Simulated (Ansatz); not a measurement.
**Convergence notes, G0W0 on GaN (wurtzite)**

GaN (wurtzite), relaxed with r2SCAN; one-shot G0W0 in Ansatz without spin-orbit coupling. The values are computed, spin-unpolarised, and not measurements.

```yaml
crystal:
  lattice:
    - [3.18315, 0.00000, 0.00000]
    - [-1.59157, 2.75669, 0.00000]
    - [0.00000, 0.00000, 5.18363]
  atoms:
    - { symbol: Ga, position: [0.33333, 0.66667, 0.99911] }
    - { symbol: Ga, position: [0.66667, 0.33333, 0.49911] }
    - { symbol: N, position: [0.33333, 0.66667, 0.37589] }
    - { symbol: N, position: [0.66667, 0.33333, 0.87589] }
```

Gaps are read over the mesh points alone. G0W0 values are finite-basis, finite-mesh values.

| start | potentials | frequency model | mesh | empty bands | screening cutoff (eV) | Kohn-Sham gap (eV) | G0W0 gap (eV) | rough cost |
| --- | --- | --- | --- | --- | --- | --- | --- | --- |
| PBE | PAW | contour deformation | 6×6×4 | 73 | 80 | 1.93 | 3.02 | 70 core-seconds |
| PBE | PAW | contour deformation | 6×6×4 | 171 | 140 | 1.93 | 3.08 | 5 core-minutes |
| PBE | PAW | contour deformation | 6×6×4 | 314 | 210 | 1.93 | 3.06 | 24 core-minutes |
| HSE06 | PAW | contour deformation | 6×6×4 | 171 | 140 | 3.20 | 3.68 | 7 core-minutes |
| LDA | PAW | contour deformation | 6×6×4 | 171 | 140 | 1.94 | 3.12 | 5 core-minutes |
| r2SCAN | PAW | contour deformation | 6×6×4 | 171 | 140 | 2.35 | 3.32 | 6 core-minutes |
| PBE | PAW | Godby-Needs pole | 6×6×4 | 171 | 140 | 1.93 | 3.07 | 4 core-minutes |
| PBE | PAW | contour deformation | 9×9×4 | 73 | 80 | 1.93 | 3.02 | 5 core-minutes |
| PBE | norm-conserving | contour deformation | 6×6×4 | 171 | 140 | 1.95 | 3.14 | 10 core-minutes |

The quasiparticle gap on this mesh is 3.06 eV (direct at Γ), against 1.93 eV from PBE: +1.13 eV. Renormalisation factors Z lie between 0.75 and 0.82.

Raising bands and cutoff together moves the gap by +0.06 eV (80 to 140 eV), then -0.02 eV (140 to 210 eV); the last step is small, which bounds nothing strictly. Starting from HSE06 (3.20 eV against PBE's 1.93 eV) gives 3.68 eV, +0.60 eV from G0W0@PBE at the same screening cutoff. Starting from LDA (1.94 eV against PBE's 1.93 eV) gives 3.12 eV, +0.04 eV from G0W0@PBE at the same screening cutoff. Starting from r2SCAN (2.35 eV against PBE's 1.93 eV) gives 3.32 eV, +0.24 eV from G0W0@PBE at the same screening cutoff. The Godby-Needs plasmon pole differs from contour deformation by -0.01 eV. A 9×9×4 mesh in place of 6×6×4 changes the opening over PBE by 0.00 eV (the gap on the mesh by 0.00 eV). Norm-conserving potentials (wave cutoff 1240 eV against 420 eV) shift the quasiparticle gap by +0.06 eV and the PBE gap by +0.02 eV. r2SCAN runs take a wave cutoff of 500 eV.

With a shallow d shell on the cation, G0W0 converges slowly in bands and cutoff, so these values are in doubt.
